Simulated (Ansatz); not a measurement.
Method: DFT PBE, scalar-relativistic, plane waves, PAW (Ansatz).

Cutoff 420 eV; k points 6×6×4 on the computed 6-atom cell (Γ-centred); Gaussian smearing, width 0.02 eV; no spin polarisation.

```
CELL_PARAMETERS angstrom
2.63591 -2.38738 0.00000
2.63591 2.38738 0.00000
0.00000 0.00000 6.58717
ATOMIC_POSITIONS crystal
C 0.00000 0.00000 0.00000
C 0.50000 0.50000 0.50000
O 0.80352 0.22869 0.90453
O 0.19349 0.80651 0.10816
O 0.69349 0.30651 0.39184
O 0.30651 0.69349 0.60816
```

(1) Is this geometry at equilibrium? Which atom feels the largest force?

(2) Give all forces and the stress.

The cell holds molecules, and where no dispersion correction was added their binding is poorly described.

## Answers

(1) It isn't. Atom 1 (C) feels (0.66, 2.33, -0.62) eV/Å, 2.500 eV/Å in size.

(2)
```tsv
atom	Fx	Fy	Fz
C1	0.665	2.330	-0.618
C2	-0.001	-0.021	0.010
O3	-0.486	-2.246	0.889
O4	-0.185	-0.100	-0.307
O5	-0.003	-0.113	-0.066
O6	0.010	0.149	0.093
```
Stress (GPa, compression positive):
```
 2.52 -0.33  0.28
-0.33 -1.47  2.80
 0.28  2.80  0.77
```

This form isn't the usual stable structure of the compound.